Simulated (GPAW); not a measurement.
Au:

```
Au
1.0
     2.87792    0.00000    0.00000
     1.43896    2.49236    0.00000
     1.43896    0.83079    2.34982
Au
1
Direct
  0.00000 0.00000 0.00000
```

Program: GPAW 26.7.0. Alike in all runs: task band structure; cell as given; k mesh 11 × 11 × 11; cutoff (eV) 600; smearing fermi-dirac 0.05 eV.

**Question.** Order these runs on this cell by their pressure, lowest first.
A. level RPBE+U; potentials or basis the program's PAW data sets (release 1.2.1) made for this functional, pw; spin collinear, ferromagnetic start, SOC; U Au d U = 5 eV; band points 60; spin axis theta (degrees) 0; U projector left unscaled no
B. level OLYP; potentials or basis PAW data sets generated in the run's folder for this functional, pw; spin SOC, no magnetisation; eigensolver davidson; band points 60; spin axis theta (degrees) 90
C. level revTPSS; potentials or basis GPAW PAW data sets (gpaw-data 1.2.1), pw; spin SOC, no magnetisation; eigensolver davidson; band points 80; spin axis theta (degrees) 0

**Answer.** C (3.3 GPa), B (11.4 GPa), A (16.1 GPa).

Caveats: spin-orbit coupling was added after a scalar SCF, so levels and gaps hold it while energy, forces, pressure and moments don't; the PAW data sets were made with another functional, which shifts forces and pressure a little (some runs); the U is typed as a test and isn't derived for this compound (some runs).

Not every run made on this cell is shown here.
